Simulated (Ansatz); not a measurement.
# CoSi (P2_13): magnetic orders compared

Aim: at the geometry relaxed with parallel moments, start CoSi (P2_13) in several magnetic orders and compare their energies.

The COD entry's cell or inner coordinates are ideal or old and differ from later refinements, so a difference from it is no clean test against experiment.

Program: Ansatz 0.2.0. Level of theory: DFT PBE, scalar-relativistic, plane waves, PAW. These are calculated values, not measurements.

## Step 1: The structure to begin with

It takes space group P2_13 (No. 198, cubic). The conventional cell has a = 4.431 Å, b = 4.431 Å, c = 4.431 Å, α = 90.00°, β = 90.00°, γ = 90.00°. Around Co (site symmetry 3) lie 7 Si at 2.32 to 2.43 Å. Around Si (site symmetry 3) lie 7 Co at 2.32 to 2.43 Å.

Coordinates:

```cif
data_structure
_symmetry_space_group_name_H-M 'P 1'
_symmetry_Int_Tables_number 1
_cell_length_a 4.4308
_cell_length_b 4.4308
_cell_length_c 4.4308
_cell_angle_alpha 90.000
_cell_angle_beta 90.000
_cell_angle_gamma 90.000
_cell_volume 86.99
loop_
_atom_site_label
_atom_site_type_symbol
_atom_site_fract_x
_atom_site_fract_y
_atom_site_fract_z
_atom_site_occupancy
Co1 Co 0.14503 0.14503 0.14503 1
Co2 Co 0.35497 0.85497 0.64503 1
Co3 Co 0.64503 0.35497 0.85497 1
Co4 Co 0.85497 0.64503 0.35497 1
Si1 Si 0.84317 0.84317 0.84317 1
Si2 Si 0.65683 0.15683 0.34317 1
Si3 Si 0.34317 0.65683 0.15683 1
Si4 Si 0.15683 0.34317 0.65683 1
```

This cell comes from an earlier session at PBE: 10.873 Å³/atom at -0.03 GPa, on a 8×8×8 mesh.

## Step 2: Ferrimagnetic, in the cell as typed

Contents of input.yaml:

```yaml
crystal:
  lattice:
    - [4.4307937177, 0.0, 0.0]
    - [0.0, 4.4307937177, 0.0]
    - [0.0, 0.0, 4.4307937177]
  atoms:
    - { symbol: Co, position: [0.1450289809, 0.1450289809, 0.1450289809], spin: 1.5 }
    - { symbol: Co, position: [0.3549710191, 0.8549710191, 0.6450289809], spin: 1.5 }
    - { symbol: Co, position: [0.6450289809, 0.3549710191, 0.8549710191], spin: 1.5 }
    - { symbol: Co, position: [0.8549710191, 0.6450289809, 0.3549710191], spin: -1.5 }
    - { symbol: Si, position: [0.8431659221, 0.8431659221, 0.8431659221] }
    - { symbol: Si, position: [0.6568340779, 0.1568340779, 0.3431659221] }
    - { symbol: Si, position: [0.3431659221, 0.6568340779, 0.1568340779] }
    - { symbol: Si, position: [0.1568340779, 0.3431659221, 0.6568340779] }
basis:
  ecutwfc: 420
  ecutrho_ratio: 4
kpoints:
  mp_grid: { grid: [8, 8, 8] }
hamiltonian:
  xc: pbe
scf:
  occupations: { method: gaussian, width: 0.05 }
  lower_state_search: "off"
output:
  forces: true
  stress: true
  eigenvalues: true
  populations: true
magnetization:
  spin_polarized: true
```

On the command line:

```bash
ansatz run input.yaml --threads 4 --pin off --max-ram 10240MiB --backend cpu --events-out ev --progress --plain --runs-dir out
```

The log of the run, shortened:

```text
Warning: RAYON_NUM_THREADS=4 ignored (pool sized by the plan → 4); use --threads N
[...]
Pseudopotentials: kind: paw
Pseudopotential: Co, paw, valence charge 17, recommended cutoff 420 eV (normal), Co.paw.azcp
Pseudopotential: Si, paw, valence charge 4, recommended cutoff 420 eV (normal), Si.paw.azcp
Functional definition: PBE
[...]
Crystal: 8 atoms, lattice volume = 86.985 Å³
Basis set: ecut = 420 eV, 1743 PW (Γ), exchange–correlation on 60×60×60 points (8 copies of the dense FFT grid, shifted against one another)
Bands: 54, of which v1, the nominal top of the filled ones, is band 42 counted from 1 (41 counted from 0)
Symmetry: 3 space group operations
Space group: R3 (ITA 146), of the structure as read, at distance tolerance 4.4e-5 Å
Magnetic group: BNS 146.10 (UNI 1240), of the structure as read, at distance tolerance 4.4e-5 Å
k-points: 90 of 512 (time reversal used)
[...]
Starting moments: Σ|m| = 6 μB on 4 of 8 sites
[...]
SCF iter   1: F=—  HF=-23053.230416 eV  |F-HF|=—  |Δ(HF+E_count)|=         —  Δρ=1.11e-1 (↑6.98e-2 ↓1.11e-1)  dr2=8.01e0  dr2_m=5.38e0  M=0.425 μB ∫|m|=2.528 μB  β_m=0.30  ethr=3.10e-3  ⟨swp⟩=6.4  Hψ=37529  notcnv=0  defer=3
[...]
spin=Collinear: Kerker preconditioning applied to the charge; magnetization (m = ρ↑ − ρ↓) channel mixes plain (no charge-response kernel on spin).
[...]
spin-set hold released at iteration 11 (site moments contracting): the magnetisation degrees of freedom join the quasi-Newton model from the next iteration; the mixer history was flushed
[...]
WARN: the starting moments were not kept: the SCF closed with an absolute magnetisation of 6.0e-6 μB, where they sum to 6 μB in size (4 sites). That is at most 0.1 of that sum. Measured as dr2_m measures the in/out step, that magnetisation stands 1.6e-11 eV from none, at or under the [...]
SCF converged after 23 iterations
Magnetization: 0.0000 μB (42.0000 up, 42.0000 down)
Absolute magnetization: 0.0000 μB (∫|ρ↑−ρ↓|, with the PAW one-centre terms)
Spin contamination: 0.0000 ħ² per cell (⟨S²⟩ above its minimum at these occupations)
[...]
Free energy (F): -23052.690676 eV
[...]
E sigma→0 (E₀):  -23052.689618 eV
Entropy (-TS):   -0.002116 eV (-0.265 meV/atom)
Fermi energy:    16.688987 eV
[...]
--- Forces (eV/Å), atoms counted from 1 ---
  atom   1  Co    -0.00032735    -0.00032753    -0.00032781
  atom   2  Co     0.00032753     0.00032781    -0.00032735
  atom   3  Co    -0.00032781     0.00032735     0.00032753
  atom   4  Co     0.00032752    -0.00032752     0.00032752
  atom   5  Si     0.00101806     0.00101812     0.00101810
  atom   6  Si    -0.00101812    -0.00101810     0.00101806
  atom   7  Si     0.00101810    -0.00101806    -0.00101812
  atom   8  Si    -0.00101796     0.00101796    -0.00101796
[...]
--- Stress (GPa, compression-positive) ---
       -0.032577       0.000000      -0.000000
        0.000000      -0.032577       0.000000
       -0.000000       0.000000      -0.032577
  P = ⅓ Tr σ = -0.0326 GPa (-0.326 kbar)
--- Band table (eV; the first three rows and the last of 180) ---
[...]
--- Löwdin populations: 8 sites ---
  site symbol       q [e]    m [muB]
     0     Co     16.6331     0.0000
     1     Co     16.6331     0.0000
     2     Co     16.6331     0.0000
     3     Co     16.6331     0.0000
     4     Si      4.0957    -0.0000
     5     Si      4.0957    -0.0000
     6     Si      4.0957    -0.0000
     7     Si      4.0957     0.0000
  spilling = 0.012916 (of n_electrons = 84.000000)
```

It took 57 s on 4 threads of Arm Neoverse V2, shared host; peak memory 0.83 GiB.

Result: volume 10.873 Å³/atom, pressure -0.03 GPa, no gap, no moment left.

In this order, neighbours among magnetic atoms: 3 of 6 parallel, 12 of 18 parallel (shell by shell, nearest first).

## Step 3: Antiferromagnetic, in the cell as typed

Edit input.yaml of step 2 so:

```diff
@@ -8,3 +8,3 @@
     - { symbol: Co, position: [0.3549710191, 0.8549710191, 0.6450289809], spin: 1.5 }
-    - { symbol: Co, position: [0.6450289809, 0.3549710191, 0.8549710191], spin: 1.5 }
+    - { symbol: Co, position: [0.6450289809, 0.3549710191, 0.8549710191], spin: -1.5 }
     - { symbol: Co, position: [0.8549710191, 0.6450289809, 0.3549710191], spin: -1.5 }
```

On the command line:

```bash
ansatz run input.yaml --threads 4 --pin off --max-ram 10240MiB --backend cpu --events-out ev --progress --plain --runs-dir out
```

The log of the run, shortened:

```text
Warning: RAYON_NUM_THREADS=4 ignored (pool sized by the plan → 4); use --threads N
[...]
[... 4 set-up lines as earlier in the session ...]
[...]
Crystal: 8 atoms, lattice volume = 86.985 Å³
Basis set: ecut = 420 eV, 1743 PW (Γ), exchange–correlation on 60×60×60 points (8 copies of the dense FFT grid, shifted against one another)
Bands: 54, of which v1, the nominal top of the filled ones, is band 42 counted from 1 (41 counted from 0)
Symmetry: 2 space group operations
Space group: P21 (ITA 4), of the structure as read, at distance tolerance 4.4e-5 Å
Magnetic group: BNS 19.27 (UNI 125), of the structure as read, at distance tolerance 4.4e-5 Å
k-points: 170 of 512 (time reversal used)
[...]
Starting moments: Σ|m| = 6 μB on 4 of 8 sites
[...]
WARN: the starting moments were not kept: the SCF closed with an absolute magnetisation of 7.8e-6 μB, where they sum to 6 μB in size (4 sites). That is at most 0.1 of that sum. Measured as dr2_m measures the in/out step, that magnetisation stands 9.1e-12 eV from none, at or under the [...]
Fermi energy:    16.688983 eV
[...]
--- Forces (eV/Å), atoms counted from 1 ---
  atom   1  Co    -0.00033072    -0.00032627    -0.00032829
  atom   2  Co     0.00033072     0.00032627    -0.00032829
  atom   3  Co    -0.00032655     0.00032875     0.00032833
  atom   4  Co     0.00032655    -0.00032875     0.00032833
  atom   5  Si     0.00101648     0.00101522     0.00101704
  atom   6  Si    -0.00101648    -0.00101522     0.00101704
  atom   7  Si     0.00101851    -0.00102073    -0.00101803
  atom   8  Si    -0.00101851     0.00102073    -0.00101803
[...]
--- Stress (GPa, compression-positive) ---
       -0.032536      -0.000003       0.000000
       -0.000002      -0.032535       0.000000
        0.000000       0.000000      -0.032536
  P = ⅓ Tr σ = -0.0325 GPa (-0.325 kbar)
--- Band table (eV; the first three rows and the last of 340) ---
[...]
--- Löwdin populations: 8 sites ---
  site symbol       q [e]    m [muB]
     0     Co     16.6331    -0.0000
     1     Co     16.6331    -0.0000
     2     Co     16.6331     0.0000
     3     Co     16.6331     0.0000
     4     Si      4.0957     0.0000
     5     Si      4.0957     0.0000
     6     Si      4.0957    -0.0000
     7     Si      4.0957    -0.0000
  spilling = 0.012916 (of n_electrons = 84.000000)
```

Wall time 1.7 min (4 threads of Arm Neoverse V2, shared host); peak memory 1.2 GiB.

Read off: volume 10.873 Å³/atom, pressure -0.03 GPa, metallic, no moment left.

In this order, neighbours among magnetic atoms: 2 of 6 parallel, 10 of 18 parallel (shell by shell, nearest first).

## Step 4: Ferromagnetic, larger cell

Contents of input.yaml:

```yaml
crystal:
  lattice:
    - [0.0, 4.4307937177, 4.4307937177]
    - [4.4307937177, 0.0, 4.4307937177]
    - [4.4307937177, 4.4307937177, 0.0]
  atoms:
    - { symbol: Co, position: [0.0725144904, 0.0725144904, 0.0725144904], spin: 1.5 }
    - { symbol: Co, position: [0.5725144904, 0.0725144904, 0.2824565287], spin: 1.5 }
    - { symbol: Co, position: [0.2824565287, 0.5725144904, 0.0725144904], spin: 1.5 }
    - { symbol: Co, position: [0.0725144904, 0.2824565287, 0.5725144904], spin: 1.5 }
    - { symbol: Si, position: [0.421582961, 0.421582961, 0.421582961] }
    - { symbol: Si, position: [-0.078417039, 0.421582961, 0.2352511169] }
    - { symbol: Si, position: [0.2352511169, -0.078417039, 0.421582961] }
    - { symbol: Si, position: [0.421582961, 0.2352511169, -0.078417039] }
    - { symbol: Co, position: [0.5725144904, 0.5725144904, 0.5725144904], spin: 1.5 }
    - { symbol: Co, position: [1.0725144904, 0.5725144904, 0.7824565287], spin: 1.5 }
    - { symbol: Co, position: [0.7824565287, 1.0725144904, 0.5725144904], spin: 1.5 }
    - { symbol: Co, position: [0.5725144904, 0.7824565287, 1.0725144904], spin: 1.5 }
    - { symbol: Si, position: [0.921582961, 0.921582961, 0.921582961] }
    - { symbol: Si, position: [0.421582961, 0.921582961, 0.7352511169] }
    - { symbol: Si, position: [0.7352511169, 0.421582961, 0.921582961] }
    - { symbol: Si, position: [0.921582961, 0.7352511169, 0.421582961] }
basis:
  ecutwfc: 420
  ecutrho_ratio: 4
kpoints:
  mp_grid: { grid: [6, 6, 6] }
hamiltonian:
  xc: pbe
scf:
  occupations: { method: gaussian, width: 0.05 }
  lower_state_search: "off"
output:
  forces: true
  stress: true
  eigenvalues: true
  populations: true
magnetization:
  spin_polarized: true
```

On the command line:

```bash
ansatz run input.yaml --threads 4 --pin off --max-ram 10240MiB --backend cpu --events-out ev --progress --plain --runs-dir out
```

The log of the run, shortened:

```text
Warning: RAYON_NUM_THREADS=4 ignored (pool sized by the plan → 4); use --threads N
[...]
[... 4 set-up lines as earlier in the session ...]
[...]
Crystal: 16 atoms, lattice volume = 173.970 Å³
Basis set: ecut = 420 eV, 3479 PW (Γ), exchange–correlation on 90×90×90 points (8 copies of the dense FFT grid, shifted against one another)
Bands: 108, of which v1, the nominal top of the filled ones, is band 84 counted from 1 (83 counted from 0)
Symmetry: 24 space group operations
Space group: P213 (ITA 198), of the structure as read, at distance tolerance 5.6e-5 Å
Magnetic group: BNS 198.9 (UNI 1511), of the structure as read, at distance tolerance 5.6e-5 Å
k-points: 18 of 216 (time reversal used)
[...]
Starting moments: Σ|m| = 12 μB on 8 of 16 sites
[...]
WARN: the starting moments were not kept: the SCF closed with an absolute magnetisation of 1.6e-5 μB, where they sum to 12 μB in size (8 sites). That is at most 0.1 of that sum. Measured as dr2_m measures the in/out step, that magnetisation stands 6.7e-12 eV from none, at or under the [...]
  atom   5  Si     0.00143805     0.00143805     0.00143805
  atom   6  Si    -0.00143805    -0.00143805     0.00143805
  atom   7  Si     0.00143805    -0.00143805    -0.00143805
  atom   8  Si    -0.00143805     0.00143805    -0.00143805
[...]
--- Stress (GPa, compression-positive) ---
       -0.034742      -0.000000      -0.000000
       -0.000000      -0.034742      -0.000000
       -0.000000      -0.000000      -0.034742
  P = ⅓ Tr σ = -0.0347 GPa (-0.347 kbar)
--- Band table (eV; the first three rows and the last of 36) ---
[...]
--- Löwdin populations: 16 sites ---
  site symbol       q [e]    m [muB]
     0     Co     16.6331    -0.0000
     1     Co     16.6331    -0.0000
     2     Co     16.6331    -0.0000
     3     Co     16.6331    -0.0000
     4     Si      4.0957     0.0000
     5     Si      4.0957     0.0000
     6     Si      4.0957     0.0000
     7     Si      4.0957     0.0000
     8     Co     16.6331    -0.0000
     9     Co     16.6331    -0.0000
    10     Co     16.6331    -0.0000
    11     Co     16.6331    -0.0000
    12     Si      4.0957     0.0000
    13     Si      4.0957     0.0000
    14     Si      4.0957     0.0000
    15     Si      4.0957     0.0000
  spilling = 0.012916 (of n_electrons = 168.000000)
```

It took 46 s on 4 threads of Arm Neoverse V2, shared host; peak memory 1 GiB.

Result: volume 10.873 Å³/atom, pressure -0.03 GPa, metallic, no moment left.

(Part 1 of 2 ends here.)
